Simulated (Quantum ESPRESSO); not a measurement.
Runs of Quantum ESPRESSO 7.5 on La2O3. Symmetry: P-3m1, No. 164, trigonal system. The conventional cell has a = 3.931 Å, b = 3.931 Å, c = 6.112 Å, α = 90.00°, β = 90.00°, γ = 120.00°. Around La (site symmetry 3m) lie 4 O at 2.36 to 2.44 Å. O (site symmetry -3m) has 6 La at 2.72 Å as nearest neighbours. Around O (site symmetry 3m) lie 4 La at 2.36 to 2.44 Å. The cell is a database's computed one.

```tsv
task	level	potentials or basis	cell	k mesh	form of the LDA correlation	mesh quality	pressure (GPa)	largest force (eV/Å)
phonons	LDA	GBRV 1.5 LDA	relaxed	4 × 4 × 4, shifted	PZ81	coarse	0.0	-
dielectric tensor	AM05	GBRV 1.5 PBE	as given	4 × 4 × 4, shifted	-	coarse	-1.7	(a)
dielectric tensor	PBEsol	GBRV 1.5 PBEsol	as given	4 × 4 × 4, shifted	-	coarse	-2.7	0.08
dielectric tensor	PBEsol	GBRV 1.5 PBEsol	as given	8 × 8 × 6, shifted	-	not flagged	-2.7	0.08
dielectric tensor	BLYP	GBRV 1.5 PBE	as given	4 × 4 × 4, shifted	-	coarse	7.4	0.17
dielectric tensor	PBEsol	GBRV 1.5 PBEsol	as given	2 × 2 × 2, shifted	-	coarse	-1.6	(c)
dielectric tensor	LDA	GBRV 1.5 LDA	as given	4 × 4 × 4, shifted	PZ81	coarse	-5.9	0.14
dielectric tensor	PBEsol	GBRV 1.5 PBEsol	as given	4 × 4 × 2, shifted	-	coarse	-2.7	(b)
```

Alike in all rows: no spin polarisation; cutoff (eV) 612; smearing fermi-dirac 0.05 eV.

Estimate the missing entries.

(a) 0.10; (b) 0.07; (c) 0.19.

Caveats: some runs use coarse meshes; the potentials were made for another functional, which shifts forces and pressure (some runs); the cell is more than 3 GPa from zero pressure, which shifts response properties (some runs).

Runs at the PBE level aren't shown here.
